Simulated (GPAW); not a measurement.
A run of GPAW 26.7.0 is set up as follows.

Contents of run.py:

```python
from ase.calculators.mixing import SumCalculator
from ase.filters import FrechetCellFilter
from ase.io import read, write
from ase.optimize import LBFGS
from dftd4.ase import DFTD4
from gpaw import GPAW, PW, setup_paths

setup_paths.insert(0, '.')

atoms = read('POSCAR')

calc = GPAW(mode=PW(800),
            xc='BLYP',
            kpts={'size': (7, 7, 2), 'gamma': True},
            occupations={'name': 'fermi-dirac', 'width': 0.05},
            nbands=32,
            convergence={'density': 1e-05, 'energy': 1e-05},
            eigensolver='davidson',
            maxiter=150,
            txt='gpaw.txt')
atoms.calc = SumCalculator([calc, DFTD4(method='blyp')])
opt = LBFGS(FrechetCellFilter(atoms), trajectory='relax.traj', logfile='-')
done = opt.run(fmax=0.05, steps=100)
calc.write('gs.gpw')
write('result.traj', atoms)
print('Converged:', done)
print('Cell:', atoms.cell.cellpar().round(4))
print('Volume:', round(atoms.get_volume(), 4))
print(atoms.get_scaled_positions().round(5))
```

File POSCAR:

```
C
1.0
    2.5221000000      0.0000000000      0.0000000000
   -1.2610500000      2.1842026709      0.0000000000
    0.0000000000      0.0000000000      8.2371000000
C
8
Direct
    0.6666666667      0.3333333333      0.8437500000
    0.3333333333      0.6666666667      0.3437500000
    0.6666666667      0.3333333333      0.6562500000
    0.3333333333      0.6666666667      0.1562500000
    0.0000000000      0.0000000000      0.9062500000
    0.0000000000      0.0000000000      0.4062500000
    0.0000000000      0.0000000000      0.5937500000
    0.0000000000      0.0000000000      0.0937500000
```

Potentials or basis: PAW data sets generated in the run's folder for this functional, pw.

Launch:

```console
$ gpaw-setup -f BLYP C
$ OMP_NUM_THREADS=1 python run.py
```

(1) Estimate the band gap on the k mesh.

(2) Predict the relaxed volume.

## Answers

(1) 4.89 eV, indirect (least direct gap 5.47 eV).

(2) 5.68 Å³/atom.

Caveat: the k mesh is coarse; later steps reuse the first step's grids; an odd mesh through Γ misses points on the zone boundary, where band edges often lie.
